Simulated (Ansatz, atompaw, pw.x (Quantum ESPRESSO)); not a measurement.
From atom to crystal: PAW (atompaw) potential for Si

Si, PAW, made with atompaw 4.2.0.5 (LDA (PW92), scalar-relativistic). Core [Ne], reference 3s2 3p2. Waves: 3s (bound): rc 2.65 bohr; 3s channel at -0.3 Ry: rc 1.90 bohr; 3p (bound): rc 2.65 bohr; 3p channel at 4.8 Ry: rc 2.65 bohr; 3d channel at 0.3 Ry: rc 2.65 bohr. Local part: bessel scheme, radius 1.90 bohr. Core correction: smooth core density matched at 2.50 bohr. Augmentation charge: sinc compensation charge, radius 2.15 bohr; PAW radius 2.65 bohr; waves and projectors: custom polynom gramschmidtortho.

Crystal test: bcc Si in pw.x 7.5, no spin, 15³ k-points, Fermi–Dirac smearing 0.01 Ry, cutoffs 40/400 Ry. The reference is all-electron LAPW (Ansatz 0.2.0) with the same functional, mesh and smearing; V0 and B0 come from Birch–Murnaghan fits to the pressures at five volumes. Errors are pseudo minus all-electron; Δ is the rms difference of the E(V) curves that follow from these fits, minima aligned, over ±6 % about the mean V0. Mesh and smearing are coarse, so the numbers serve the comparison and aren't converged zero-temperature values; the lattice is a test structure that the element need not adopt.

```tsv
V (Å³/atom)	P all-electron (GPa)	P pseudo (GPa)
13.383	6.06	10.56
13.735	2.95	7.05
14.087	0.22	3.96
14.439	-2.17	1.25
14.791	-4.26	-1.14
```

All-electron: a0 = 3.045 Å (V0 = 14.12 Å³/atom), B0 = 101.1 GPa.

Pseudopotential: mean pressure error (GPa): +3.78; a0 (Å): 3.081; a0 error (%): +1.17; B0 error (%): -2.1; Δ (meV/atom): 11.0. The largest radius (2.65 bohr) exceeds half the bond length (2.49 bohr), so the spheres overlap, which is one possible source of error among others. This is a poor potential for the solid.

At the middle volume, how do free energy and pressure move when the wave cutoff is lowered (ecutrho held at 400 Ry)?

```json
{"cutoff (Ry)": "18", "shift of F (meV/atom)": "+1.5", "shift of P (GPa)": "+0.01"}
{"cutoff (Ry)": "24", "shift of F (meV/atom)": "+0.9", "shift of P (GPa)": "-0.01"}
{"cutoff (Ry)": "32", "shift of F (meV/atom)": "+0.1", "shift of P (GPa)": "-0.01"}
```

The run at the middle volume (120 k-points, 6 iterations) took about 3.4 s on one core of a shared host (AMD EPYC 9R45 96-Core Processor, 96 threads, 376 GiB, load 10).
